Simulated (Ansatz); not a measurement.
A 2-atom cell of BeSe started from a crystallographic database (r2SCAN geometry), in Ansatz:

```
Be Se
1.0
     0.00000    2.58104    2.58104
     2.58104    0.00000    2.58104
     2.58104    2.58104    0.00000
Be Se
1 1
Cartesian
  0.0000 0.0000 0.0000
  1.2905 1.2905 1.2905
```

G0W0@PBE with 129 empty bands, a screening cutoff of 140 eV and a 4×4×4 mesh (PAW, contour deformation) gives 3.760 eV over the mesh points, from a PBE gap of 2.643 eV; it sums over 138 bands with 137 plane waves in the screening and a wave cutoff of 420 eV. G0W0 here is at a finite number of bands, screening cutoff and k mesh, not at the basis limit. (Simulation; spin polarisation is off.)

Question: Estimate the gap with starting point HSE06.

Answer: 4.112 eV (+0.352 eV), from a Kohn-Sham gap of 3.499 eV.

Question: Estimate the gap with starting point r2SCAN.

Answer: 3.954 eV (+0.194 eV), from a Kohn-Sham gap of 3.113 eV.

Question: Another run gave a Kohn-Sham gap of 2.643 eV and a G0W0 gap of 3.554 eV, summing over 64 bands with 59 plane waves in the screening and a wave cutoff of 420 eV. What was changed?

Answer: Empty bands 55, screening cutoff 80 eV. The counts of bands and plane waves show it.

Question: Estimate the gap with starting point LDA.

Answer: 3.672 eV (-0.088 eV), from a Kohn-Sham gap of 2.480 eV.

The runs are scalar-relativistic, without spin-orbit coupling.
